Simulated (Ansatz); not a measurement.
**SiNi: equation of state**

An exercise on one series of results from a longer session: the logs are not shown, and one member is left open.

Method: DFT LDA, scalar-relativistic, in Ansatz 0.2.0.

**The starting structure**

Symmetry: Pmmn, No. 59, orthorhombic system. Conventional cell: a = 3.027 Å, b = 3.274 Å, c = 4.698 Å, α = 90.00°, β = 90.00°, γ = 90.00°. Around Si (site symmetry mm2) lie 6 Ni at 2.34 to 2.40 Å and 4 Si at 2.68 Å. Ni (site symmetry mm2) is surrounded by 6 Si at 2.34 to 2.40 Å and 4 Ni at 2.67 Å.

As a file:

```
CELL_PARAMETERS angstrom
3.02662 0.00000 0.00000
0.00000 3.27350 0.00000
0.00000 0.00000 4.69776
ATOMIC_POSITIONS crystal
Si 0.50000 0.50000 0.84230
Si 0.00000 0.00000 0.15770
Ni 0.50000 0.50000 0.34422
Ni 0.00000 0.00000 0.65578
```

Atoms are numbered in the order of the input: Si1, Si2, Ni3, Ni4.

Set-up of the first run:

The input, input.yaml:

```yaml
crystal:
  lattice:
    - [2.9857147154, 0.0, 0.0]
    - [0.0, 3.2292580901, 0.0]
    - [0.0, 0.0, 4.6342689737]
  atoms:
    - { symbol: Si, position: [0.5, 0.5, 0.8423] }
    - { symbol: Si, position: [0.0, 0.0, 0.1577] }
    - { symbol: Ni, position: [0.5, 0.5, 0.34422], spin: 1.5 }
    - { symbol: Ni, position: [0.0, 0.0, 0.65578], spin: 1.5 }
magnetization:
  spin_polarized: true
kpoints:
  mp_grid: { grid: [11, 10, 7] }
  band_path:
    path:
      - [0.0, 0.0, 0.0]
      - [0.5, 0.0, 0.0]
      - [0.5, 0.5, 0.0]
      - [0.0, 0.5, 0.0]
      - [0.0, 0.0, 0.0]
      - [0.0, 0.0, 0.5]
      - [0.5, 0.0, 0.5]
      - [0.5, 0.5, 0.5]
      - [0.0, 0.5, 0.5]
    npoints: 5
scf:
  occupations: { method: fermi_dirac, width: 0.05 }
hamiltonian:
  xc: lda
  pseudopotentials: { kind: all_electron, lapw: { basis_error: 0.001 } }
output:
  forces: true
  stress: true
  eigenvalues: true
```

Started as:

```bash
> ansatz run input.yaml --threads 1 --pin off --max-ram 6144MiB --backend cpu --events-out ev --progress --plain --runs-dir out
```

Among the steps run: Volume × 0.96, LAPW; Volume × 0.96, PAW; Volume × 0.96, crystal datasets; Volume × 0.99, LAPW; Volume × 0.99, PAW; Volume × 0.99, crystal datasets; Volume × 1.02, LAPW; Volume × 1.02, PAW; Volume × 1.02, crystal datasets; Volume × 1.06, LAPW; Volume × 1.06, PAW; Volume × 1.06, crystal datasets.

One table of the session follows, with a row left open; its other results are not shown here.

It belongs to the step «Fits». 

| method | volume (Å³/atom) | pressure (GPa) | largest force (eV/Å) |
| --- | --- | --- | --- |
| LAPW | 11.170 | ? | ? |
| LAPW | 11.520 | -8.24 | 0.163 |
| LAPW | 11.869 | -13.08 | 0.223 |
| LAPW | 12.334 | -18.31 | 0.293 |
| PAW | 11.170 | -2.42 | 0.093 |
| PAW | 11.520 | -8.20 | 0.160 |
| PAW | 11.869 | -13.05 | 0.221 |
| PAW | 12.334 | -18.29 | 0.294 |
| crystal datasets | 11.170 | -2.46 | 0.095 |
| crystal datasets | 11.520 | -8.24 | 0.162 |
| crystal datasets | 11.869 | -13.08 | 0.222 |
| crystal datasets | 12.334 | -18.32 | 0.294 |

**Question.** Estimate the row for LAPW, 11.170.

As computed: pressure (GPa): -2.47; largest force (eV/Å): 0.095. In the column «pressure (GPa)» it lies between PAW, 11.520 (-8.20) and crystal datasets, 11.170 (-2.46).

Caveats from the session: Warnings in the runs' records: seeded moment not kept, crystal datasets made.
